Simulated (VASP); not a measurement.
# InP (F-43m) in VASP: notebook

The runs below take InP through single point, with SVWN5, PBEsol+D4, PBE, PBEsol+D3(BJ).

Program: VASP 6.6.1. These are calculated values, not measurements. Logs are shortened: lines on timing, memory, paths and dates and some standing lists are left out, and cuts for length are marked.

**Measured values to compare with.**

A printed reference work, data compilation reports, for a bulk crystal of InP at 1.6 K: band gap 1.4236 eV (direct).

The results are compared with them further down.

## Step 1: The cell of the first run

The structure is cubic, space group F-43m (No. 216). Conventional cell: a = 5.861 Å, b = 5.861 Å, c = 5.861 Å, α = 90.00°, β = 90.00°, γ = 90.00°. Within 3.3 Å of In (site symmetry -43m) lie 4 P at 2.54 Å. P (site symmetry -43m) has 4 In at 2.54 Å within 3.3 Å.

## Step 2: Single point, SVWN5

Contents of INCAR:

```
SYSTEM = InP
PREC = Accurate ; ENCUT = 520
EDIFF = 1E-7 ; ISMEAR = -1
SIGMA = 0.05 ; LREAL = .FALSE.
LASPH = .TRUE. ; NELM = 80
ALGO = Normal ; ISIF = 2
LWAVE = .FALSE. ; LCHARG = .FALSE.
GGA = VW ; NBANDS = 16
```

Contents of KPOINTS:

```
regular mesh
0
G
  8 8 8
  0 0 0
```

Contents of POSCAR:

```
InP
1.0
    0.0000000000      2.9305000000      2.9305000000
    2.9305000000      0.0000000000      2.9305000000
    2.9305000000      2.9305000000      0.0000000000
In P
1 1
Direct
    0.0000000000      0.0000000000      0.0000000000
    0.7500000000      0.7500000000      0.7500000000
```

Potentials or basis: VASP PAW PBE potentials, release 64 (In_d, P).

Launch:

```console
> cat potpaw_PBE.64/In_d/POTCAR potpaw_PBE.64/P/POTCAR > POTCAR
> mpirun -np 1 vasp_std > vasp.out
```

OUTCAR:

```text
SYSTEM = InP
   PREC = Accurate
   ENCUT = 520
   EDIFF = 1E-7
   ISMEAR = -1
   LREAL = .FALSE.
   LASPH = .TRUE.
   NELM = 80
   ISIF = 2
   GGA = VW

 ion  position               nearest neighbor table
   1  0.000  0.000  0.000-   2 2.54   2 2.54   2 2.54   2 2.54
   2  0.750  0.750  0.750-   1 2.54   1 2.54   1 2.54   1 2.54

  LATTYP: Found a face centered cubic cell.
 ALAT       =     5.8610000000

  Lattice vectors:

 A1 = (   0.0000000000,   2.9305000000,   2.9305000000)
 A2 = (   2.9305000000,   0.0000000000,   2.9305000000)
 A3 = (   2.9305000000,   2.9305000000,   0.0000000000)

Analysis of symmetry for initial positions (statically):
=====================================================================
 Subroutine PRICEL returns:
 Original cell was already a primitive cell.

 Routine SETGRP: Setting up the symmetry group for a
 face centered cubic supercell.

 Subroutine GETGRP returns: Found 24 space group operations
 (whereof 24 operations were pure point group operations)
 out of a pool of 48 trial point group operations.

The static configuration has the point symmetry T_d .

Analysis of symmetry for dynamics (positions and initial velocities):
=====================================================================
 Subroutine PRICEL returns:
 Original cell was already a primitive cell.

 Routine SETGRP: Setting up the symmetry group for a
 face centered cubic supercell.

 Subroutine GETGRP returns: Found 24 space group operations
 (whereof 24 operations were pure point group operations)
 out of a pool of 48 trial point group operations.

The dynamic configuration has the point symmetry T_d .

 Subroutine INISYM returns: Found 24 space group operations
 (whereof 24 operations are pure point group operations),
 and found     1 'primitive' translations

----------------------------------------------------------------------------------------

                                     Primitive cell

  volume of cell :      50.3333

  direct lattice vectors                    reciprocal lattice vectors
     0.000000000  2.930500000  2.930500000    -0.170619348  0.170619348  0.170619348
     2.930500000  0.000000000  2.930500000     0.170619348 -0.170619348  0.170619348
     2.930500000  2.930500000  0.000000000     0.170619348  0.170619348 -0.170619348

  length of vectors
[... 79 lines left out ...]
   LASPH  =      T    aspherical Exc in radial PAW
   ENCUT  =  520.0 eV  38.22 Ry    6.18 a.u.   7.71  7.71  7.71*2*pi/ulx,y,z
   NELM   =     80;   NELMIN=  2; NELMDL= -5     # of ELM steps
   EDIFF  = 0.1E-06   stopping-criterion for ELM
   LREAL  =      F    real-space projection
   EDIFFG = 0.1E-05   stopping-criterion for IOM
   NSW    =      0    number of steps for IOM
   IBRION =     -1    ionic relax: 0-MD 1-quasi-New 2-CG
   NFREE  =      0    steps in history (QN), initial steepest desc. (CG)
   ISIF   =      2    stress and relaxation
   ISYM   =      2    0-nonsym 1-usesym 2-fastsym
   POTIM  = 0.5000    time-step for ionic-motion
   TEBEG  =    0.0;   TEEND  =   0.0 temperature during run
   PSTRESS=    0.0 pullay stress
   NELECT =      18.0000    total number of electrons
   NUPDOWN=      -1.0000    fix difference up-down
   EMIN   =  10.00;   EMAX   =-10.00  energy-range for DOS
   EFERMI =   0.00;   METHOD = LEGACY
   ISMEAR =    -1;   SIGMA  =   0.05  broadening in eV -4-tet -1-fermi 0-gaus
   EFERMI_NEDOS =   21; number of points for ismear=-14 and -15
   IALGO  =     38    algorithm
   IMIX   =      4    mixing-type and parameters
     AMIX     =   0.40;   BMIX     =  1.00
     AMIX_MAG =   1.60;   BMIX_MAG =  1.00
  volume/ion in A,a.u.               =      25.17       169.83
  Fermi-wavevector in a.u.,A,eV,Ry     =   1.162021  2.195901 18.371846  1.350293
  Thomas-Fermi vector in A             =   2.298587
   LORBIT       =      0    0 simple, 1 ext, 2 COOP (PROOUT), +10 PAW based schemes
   GGA     = VW    functional components
   LHFCALC =     F    Hartree Fock is set to
   AEXX    =    0.0000 exact exchange contribution
   IVDW    =     0    specifies the selected vdW correction
   LEPSILON=     F    determine dielectric tensor
   LRPA    =     F    only Hartree local field effects (RPA)
 non-spin polarized calculation
  energy-cutoff  :      520.00
  volume of cell :       50.33
 maximum number of plane-waves:      1380
   NGX = 15   NGY = 15   NGZ = 15

 number of electron      18.0000005 magnetization

 Free energy of the ion-electron system (eV)
  ---------------------------------------------------
  ext. energy  EPLUGINS =         0.00000000
  ---------------------------------------------------
  free energy    TOTEN  =        -9.64783471 eV

  energy without entropy =       -9.64779993  energy(sigma->0) =       -9.64781732

 E-fermi :   5.2166     XC(G=0):  -9.6026

 val. band max:        4.9436439149   @ k =   0.0000   0.0000   0.0000
 cond. band min:       5.4271832364   @ k =   0.0000   0.0000   0.0000
 fundamental gap:      0.4835393215
 Fermi energy:         5.2165681998

 k-point     1 :       0.0000    0.0000    0.0000
  band No.  band energies     occupation
      1      -9.2180      2.00000
      2      -9.2180      2.00000
      3      -9.2180      2.00000
      4      -9.0621      2.00000
      5      -9.0621      2.00000
      6      -6.6194      2.00000
[... 433 lines left out ...]
      3      -9.1481      2.00000
      4      -9.0683      2.00000
      5      -9.0492      2.00000
      6      -4.5375      2.00000
[... 8 lines left out ...]
     15      15.5461      0.00000
     16      16.2283      0.00000

 [... further k-points ...]

------------------------ aborting loop because EDIFF is reached ----------------------------------------

  FORCE on cell =-STRESS in cart. coord.  units (eV):
  Direction    XX          YY          ZZ          XY          YZ          ZX
  --------------------------------------------------------------------------------------
  -------------------------------------------------------------------------------------
  Total       -0.3860920     -0.3860920     -0.3860920      0.0000000      0.0000000     -0.0000000
  in kB      -12.2898387    -12.2898387    -12.2898387      0.0000000      0.0000000     -0.0000000
  external PRESSURE =     -12.2898387 kB  Pullay stress =       0.0000000 kB

 VOLUME and BASIS-vectors are now :
 -----------------------------------------------------------------------------
  energy-cutoff  :      520.00
  volume of cell :       50.33
      direct lattice vectors                 reciprocal lattice vectors
     0.000000000  2.930500000  2.930500000    -0.170619348  0.170619348  0.170619348
     2.930500000  0.000000000  2.930500000     0.170619348 -0.170619348  0.170619348
     2.930500000  2.930500000  0.000000000     0.170619348  0.170619348 -0.170619348

 POSITION                                       TOTAL-FORCE (eV/Angst)
 -----------------------------------------------------------------------------------
      0.00000      0.00000      0.00000         0.000000      0.000000      0.000000
      4.39575      4.39575      4.39575        -0.000000     -0.000000     -0.000000
 -----------------------------------------------------------------------------------
    total drift:                                0.000000      0.000000     -0.000000

  FREE ENERGIE OF THE ION-ELECTRON SYSTEM (eV)
  ---------------------------------------------------
  free  energy   TOTEN  =        -9.6478347141 eV

  energy  without entropy=       -9.6477999328  energy(sigma->0) =       -9.64781732
```

OSZICAR:

```text
N       E                     dE             d eps       ncg     rms          rms(c)
DAV:   1     0.111782516230E+03    0.11178E+03   -0.85267E+03   928   0.127E+03
DAV:   2    -0.268882798616E+01   -0.11447E+03   -0.10981E+03  1048   0.301E+02
DAV:   3    -0.988919247479E+01   -0.72004E+01   -0.71640E+01  1240   0.741E+01
DAV:   4    -0.100828573673E+02   -0.19366E+00   -0.19360E+00  1176   0.129E+01
DAV:   5    -0.100909991542E+02   -0.81418E-02   -0.81416E-02  1376   0.219E+00    0.494E+00
DAV:   6    -0.969176073546E+01    0.39924E+00   -0.63396E-01  1480   0.141E+01    0.272E+00
DAV:   7    -0.965313880267E+01    0.38622E-01   -0.13475E-01  1368   0.322E+00    0.931E-01
DAV:   8    -0.964798480446E+01    0.51540E-02   -0.13403E-02  1120   0.125E+00    0.361E-01
DAV:   9    -0.964781013839E+01    0.17467E-03   -0.12647E-03  1296   0.396E-01    0.162E-01
DAV:  10    -0.964783195146E+01   -0.21813E-04   -0.14785E-04  1368   0.977E-02    0.980E-02
DAV:  11    -0.964783609195E+01   -0.41405E-05   -0.19446E-05  1384   0.688E-02    0.500E-02
DAV:  12    -0.964783474155E+01    0.13504E-05   -0.32375E-06  1128   0.166E-02    0.869E-03
DAV:  13    -0.964783471413E+01    0.27417E-07   -0.26998E-07  1152   0.293E-03
   1 F= -.96478347E+01 E0= -.96478173E+01  d E =-.347813E-04
```

stdout:

```text
POSCAR found type information on POSCAR InP
 POSCAR found :  2 types and       2 ions
 scaLAPACK will be used
 -----------------------------------------------------------------------------
|                                                                             |
|                                                                             |
|     You enforced a specific xc type in the INCAR file but a different       |
|     I HOPE YOU KNOW WHAT YOU ARE DOING!                                     |
|                                                                             |
 -----------------------------------------------------------------------------

 LDA part: xc-table for (Slater(with rela. corr.)+VWN5), standard interpolation
 POSCAR, INCAR and KPOINTS ok, starting setup
 FFT: planning ... GRIDC
 FFT: planning ... GRID_SOFT
 FFT: planning ... GRID
 WAVECAR not read
 entering main loop
```

Run time: 13 s. Hardware: 1 thread of AMD EPYC 9R45 (Zen 5), shared host; peak memory 0.13 GiB.

Results:

```yaml
Free_energy: -9.6478 eV
Pressure: -1.2 GPa
Band_gap_on_the_k_mesh: 0.48 eV, direct
```

Levels at points of the mesh, in eV from the valence-band top:
```
           k point  band 6  band 7  band 8  band 9  band 10  band 11  band 12  band 13
(0.00, 0.00, 0.00)  -11.56    0.00    0.00    0.00     0.48     3.98     3.98     3.98
(0.50, 0.00, 0.00)   -9.81   -5.85   -0.99   -0.99     1.31     4.72     4.72     6.90
(0.50, 0.50, 0.00)   -9.13   -5.88   -2.36   -2.36     1.60     2.12     9.00     9.44
```

Caveat: the PAW data sets were made with another functional, which shifts forces and pressure a little; spin-orbit coupling is left out, which moves the levels of the heavy elements.

## Step 3: Single point, PBEsol+D4

This run uses another cell than the first one, of 25.67 Å³/atom, 1.020 times its volume.

Contents of INCAR:

```
SYSTEM = InP
PREC     = Accurate       ! precision mode
ENCUT    = 520            ! plane-wave cutoff, eV
EDIFF    = 1E-6           ! SCF threshold, eV
ISMEAR   = -1             ! smearing method
SIGMA    = 0.05           ! smearing width, eV
LREAL    = .FALSE.        ! projectors in reciprocal space
LASPH    = .TRUE.         ! aspherical terms in the spheres
NELM     = 60             ! most SCF steps
ALGO     = Normal         ! electronic algorithm
ISIF     = 2              ! what is computed and relaxed
LWAVE    = .FALSE.        ! write WAVECAR
LCHARG   = .FALSE.        ! write CHGCAR
GGA      = PS             ! functional
IVDW     = 13             ! dispersion correction
NBANDS   = 16             ! bands
```

KPOINTS is that of step 2.

Contents of POSCAR:

```
InP
1.0
    0.0000000000      2.9499078504      2.9499078504
    2.9499078504      0.0000000000      2.9499078504
    2.9499078504      2.9499078504      0.0000000000
In P
1 1
Direct
    0.0000000000      0.0000000000      0.0000000000
    0.7500000000      0.7500000000      0.7500000000
```

Potentials or basis: VASP PAW PBE potentials, release 64 (In_d, P).

Launch:

```console
> cat potpaw_PBE.64/In_d/POTCAR potpaw_PBE.64/P/POTCAR > POTCAR
> mpirun -np 1 vasp_std > vasp.out
```

OUTCAR:

```text
SYSTEM = InP
   PREC = Accurate
   ENCUT = 520
   EDIFF = 1E-6
   ISMEAR = -1
   LREAL = .FALSE.
   LASPH = .TRUE.
   NELM = 60
   ISIF = 2
   GGA = PS
   IVDW = 13

 ion  position               nearest neighbor table
   1  0.000  0.000  0.000-   2 2.55   2 2.55   2 2.55   2 2.55
   2  0.750  0.750  0.750-   1 2.55   1 2.55   1 2.55   1 2.55

  LATTYP: Found a face centered cubic cell.
 ALAT       =     5.8998157008

  Lattice vectors:

 A1 = (   0.0000000000,   2.9499078504,   2.9499078504)
 A2 = (   2.9499078504,   0.0000000000,   2.9499078504)
 A3 = (   2.9499078504,   2.9499078504,   0.0000000000)

[... 639 lines left out ...]

  DFT-D4 for vdW energy calculation

  Edisp (eV):   -0.38877

  FORCE on cell =-STRESS in cart. coord.  units (eV):
  Direction    XX          YY          ZZ          XY          YZ          ZX
  --------------------------------------------------------------------------------------
  -------------------------------------------------------------------------------------
  Total      -0.60511    -0.60511    -0.60511     0.00000    -0.00000    -0.00000
  in kB     -18.88395   -18.88395   -18.88395     0.00000    -0.00000    -0.00000
  external pressure =      -18.88 kB  Pullay stress =        0.00 kB

 VOLUME and BASIS-vectors are now :
 -----------------------------------------------------------------------------
  energy-cutoff  :      520.00
  volume of cell :       51.34
      direct lattice vectors                 reciprocal lattice vectors
     0.000000000  2.949907850  2.949907850    -0.169496820  0.169496820  0.169496820
     2.949907850  0.000000000  2.949907850     0.169496820 -0.169496820  0.169496820
     2.949907850  2.949907850  0.000000000     0.169496820  0.169496820 -0.169496820

 POSITION                                       TOTAL-FORCE (eV/Angst)
 -----------------------------------------------------------------------------------
      0.00000      0.00000      0.00000         0.000000      0.000000      0.000000
      4.42486      4.42486      4.42486        -0.000000     -0.000000     -0.000000
 -----------------------------------------------------------------------------------
    total drift:                                0.000000      0.000000      0.000000

  FREE ENERGIE OF THE ION-ELECTRON SYSTEM (eV)
  ---------------------------------------------------
  free  energy   TOTEN  =        -9.5424238407 eV

  energy  without entropy=       -9.5423950797  energy(sigma->0) =       -9.54240946
```

It took 13 s on 1 thread of AMD EPYC 9R45 (Zen 5), shared host; peak memory 0.15 GiB.

Results:

| Property | Result |
| --- | --- |
| Free energy | -9.5424 eV |
| Pressure | -1.9 GPa |
| Band gap on the k mesh | 0.51 eV, direct |
| Dispersion energy per atom | -0.194 eV |

Caveat: the PAW data sets were made with another functional, which shifts forces and pressure a little; spin-orbit coupling is left out, which moves the levels of the heavy elements.

(Part 1 of 2 ends here.)
